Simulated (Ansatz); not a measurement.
# LiCl (Fm-3m): equation of state

An exercise on one series of results from a longer session: the logs are not shown, and one member is left open.

The COD entry's cell or inner coordinates are ideal or old and differ from later refinements, so a difference from it is no clean test against experiment.

Program: Ansatz 0.2.0. Level of theory: DFT PBE, scalar-relativistic, plane waves, PAW. These are calculated values, not measurements.

## The structure to begin with

The structure is cubic, space group Fm-3m (No. 225). Conventional cell: a = 5.150 Å, b = 5.150 Å, c = 5.150 Å, α = 90.00°, β = 90.00°, γ = 90.00°. Li (site symmetry m-3m) has 6 Cl at 2.58 Å in its first shell of neighbours. Cl (site symmetry m-3m) is surrounded by 6 Li at 2.58 Å.

As a file:

```xyz
2
Lattice="0.0000 2.5752 2.5752 2.5752 0.0000 2.5752 2.5752 2.5752 0.0000" Properties=species:S:1:pos:R:3 pbc="T T T"
Li    0.0000    0.0000    0.0000
Cl    2.5752    2.5752    2.5752
```

This cell comes from an earlier session at PBE: 17.078 Å³/atom at 0.00 GPa, on a 12×12×12 mesh.

Volume factors to run: 0.980, 1.020, 0.960, 1.040.

Set-up of the first run:

The input, input.yaml:

```yaml
crystal:
  lattice:
    - [0.0, 2.5579179871, 2.5579179871]
    - [2.5579179871, 0.0, 2.5579179871]
    - [2.5579179871, 2.5579179871, 0.0]
  atoms:
    - { symbol: Li, position: [0.0, 0.0, 0.0] }
    - { symbol: Cl, position: [0.5, 0.5, 0.5] }
basis:
  ecutwfc: 420
  ecutrho_ratio: 4
kpoints:
  mp_grid: { grid: [12, 12, 12] }
hamiltonian:
  xc: pbe
scf:
  occupations: { method: gaussian, width: 0.05 }
output:
  forces: true
  stress: true
  eigenvalues: true
```

Launch:

```
> ansatz run input.yaml --threads 4 --pin off --max-ram 7168MiB --backend cpu --events-out ev --progress --plain --runs-dir out
```

Steps of the session up to this table: Scaling the volume by 0.980; Volume × 1.020; Volume × 0.960; Volume × 1.040.

One table of the session follows, with a row left open; its other results are not shown here.

It belongs to the step «The fit». 

```
volume (Å³/atom)  energy (meV/atom)  pressure (GPa)  gap (eV)
          16.395               2.91            1.42      6.49
          16.736                  ?               ?         ?
          17.078               0.00            0.00      6.26
          17.419               0.65           -0.60      6.15
          17.761               2.53           -1.15      6.04
```

Q: Estimate the row for volume (Å³/atom) = 16.736 from the others.

Worked estimate for «energy (meV/atom)». A straight line through the neighbours (16.395, 2.91) and (17.078, 0.00) gives 2.91 + (0.00 − 2.91) × (16.736 − 16.395) / (17.078 − 16.395) = 1.46; a parabola fitted to 3 rows on both sides gives 0.75.

**Answer.** energy (meV/atom): 0.70; pressure (GPa): 0.67; gap (eV): 6.37. In «energy (meV/atom)» the line misses by +0.76 and the parabola by +0.05.
